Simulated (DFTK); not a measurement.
Runs of DFTK 0.8.2 on Pt. Symmetry: Fm-3m, No. 225, cubic system. The conventional cell has a = 3.922 Å, b = 3.922 Å, c = 3.922 Å, α = 90.00°, β = 90.00°, γ = 90.00°. Pt (site symmetry m-3m) is surrounded by 12 Pt at 2.77 Å. 

```tsv
task	level	potentials or basis	k mesh	cutoff (eV)	SCF solver	k mesh for the DOS	gaussian width for the DOS	mesh quality	gap on the mesh (eV)	pressure (GPa)	V0 of scaled cells (Å³/atom)	B0 (GPa)
equation of state	PBEint	SG15 1.2 (PBE)	9 × 9 × 9	952	-	-	-	not flagged	-	-	15.16	281
equation of state	PBE	SPMS 1.0 (PBE)	10 × 10 × 10	816	-	-	-	not flagged	-	-	15.63	250
band structure	TASK	in-house norm-conserving set (r2SCAN, scalar relativistic)	10 × 10 × 10	1143	ScfAndersonSolver	-	-	not flagged	none	5.7	-	-
equation of state	PBEsol	SPMS 1.0 (PBE)	9 × 9 × 9	816	-	-	-	not flagged	-	-	15.01	(a)
density of states	BP86	SG15 1.2 (PBE)	5 × 5 × 5	952	-	6 × 6 × 6	0.15 eV	coarse	none	(d)	-	-
equation of state	PW91	dojo.nc.sr.pbe.v0_4_1.standard.upf (PBE)	8 × 8 × 8	1143	-	-	-	not flagged	-	-	15.63	(c)
equation of state	AM05	SPMS 1.0 (PBE)	9 × 9 × 9	816	-	-	-	not flagged	-	-	(b)	293
band structure	RPBE	dojo.nc.sr.pbe.v0_5.standard.upf (PBE)	12 × 12 × 12	1143	-	-	-	not flagged	none	13.7	-	-
```

Alike in all rows: no spin polarisation; cell as given; smearing fermi-dirac 0.05 eV.

Task: Estimate the missing entries.

Result: (a) 291; (b) 14.91; (c) 251; (d) 18.3.

Caveats: some runs use coarse meshes; the potentials were made for another functional, which shifts forces and pressure (some runs); so large a pressure means that the cell lies far from this level's equilibrium, or that cutoff or potentials fall short (some runs).

A k mesh can miss the band edges, and the runs leave out spin-orbit coupling on Pt.

A gap of «none» marks a metal or a gap under the smearing width.

Not every run made on this cell is shown here.
